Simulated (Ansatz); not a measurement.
An added H started as a split pair with an O atom in cubic perovskite BaTiO3, 41 atoms, charge +1

All numbers come from Ansatz (PAW, plane waves, no spin–orbit coupling) at the single k point (¼, ¼, ¼) without its symmetry partners. The atoms were relaxed with PBEsol in a fixed cell; other functionals are single points on those atoms unless said otherwise. The valence top and gap of the host come from its small cell on a dense mesh, with the band extrema sought between the mesh points, lined up by the mean potential, PBEsol gap 1.81 eV, r²SCAN gap 2.22 eV. The charge correction uses an assumed dielectric constant of 300.

Relaxed structure:

```
Ba Ti O H
1.0
     7.94042    0.00000    0.00000
     0.00000    7.94042    0.00000
     0.00000    0.00000    7.94042
Ba Ti O H
8 8 24 1
Direct
  0.99437 0.00094 0.00323
  0.99909 0.00053 0.50223
  0.99261 0.50552 0.00286
  0.99806 0.50423 0.50179
  0.50014 0.00035 0.00148
  0.50663 0.98675 0.49976
  0.49934 0.50598 0.00139
  0.50386 0.51698 0.50050
  0.24313 0.25973 0.24078
  0.23390 0.25905 0.76776
  0.25434 0.75974 0.25635
  0.25373 0.75964 0.75933
  0.74036 0.25698 0.26000
  0.73763 0.25776 0.75476
  0.75717 0.75718 0.25401
  0.75675 0.75760 0.75691
  0.25117 0.24677 0.00094
  0.25092 0.24646 0.50094
  0.24343 0.74710 0.99552
  0.24525 0.74686 0.49468
  0.74249 0.24765 0.99232
  0.75051 0.24653 0.49491
  0.74601 0.74731 0.99560
  0.74688 0.74770 0.49443
  0.00444 0.24812 0.25147
  0.99991 0.24798 0.75020
  0.99326 0.74748 0.24696
  0.99259 0.74736 0.74762
  0.49752 0.24794 0.25580
  0.49434 0.24746 0.73260
  0.49343 0.74752 0.24583
  0.49217 0.74784 0.74863
  0.24694 0.99497 0.24735
  0.24472 0.99600 0.75050
  0.24690 0.49318 0.24671
  0.24423 0.49254 0.75164
  0.74700 0.99528 0.24682
  0.74599 0.99447 0.74686
  0.74655 0.49438 0.24771
  0.74521 0.49479 0.74594
  0.36994 0.24928 0.53735
```

Chemical potentials μ are those of reference phases of the elements at zero temperature by the same functional (the usual solids, diamond for C, grey Sn, and the molecules H2, N2, O2, F2, Cl2, Br2 and S8).

```csv
functional,E(defect) − E(host) − Σ nμ + q·E_VBM (eV),monopole (eV),alignment (eV),formation energy at E_F = VBM (eV),moment (μB),"wall time, shared host"
PBEsol,-1.34,0.01,-0.06,-1.39,0 (no spin),19 s (relaxation)
```

(1) Estimate the formation energy and moment that r²SCAN gives on these atoms.

(2) How does the monopole term follow by hand for this cubic cell?

r²SCAN one-electron levels near the gap (the ten most localised at most), from the host's valence top, not corrected for the charge's images:

```
level (eV)  spin  filling  atoms sharing it  element of the atom with most weight
     -0.24  both     2.00              16.7                                spread
     -0.21  both     2.00              18.4                                spread
     -0.14  both     2.00              19.9                                spread
     -0.13  both     2.00              18.2                                spread
```

All elements are taken at their own reference at once; growth conditions in equilibrium with the host shift these energies, by up to the host's formation enthalpy.

The ideal cubic host may itself distort, and that gain is in these energies.

One k point and a cell of this size can leave errors of several tenths of an eV in such numbers.

Results:

(1) -1.40 eV at E_F = VBM (-1.35 eV before the monopole term 0.01 eV and the alignment -0.06 eV), moment 0 (no spin).

(2) q²·α·e²/(4πε₀)/(2εL) with the Madelung constant α = 2.837 and e²/4πε₀ = 14.40 eV·Å: 1 × 2.837 × 14.40 / (2 × 300 × 7.940) = 0.01 eV.
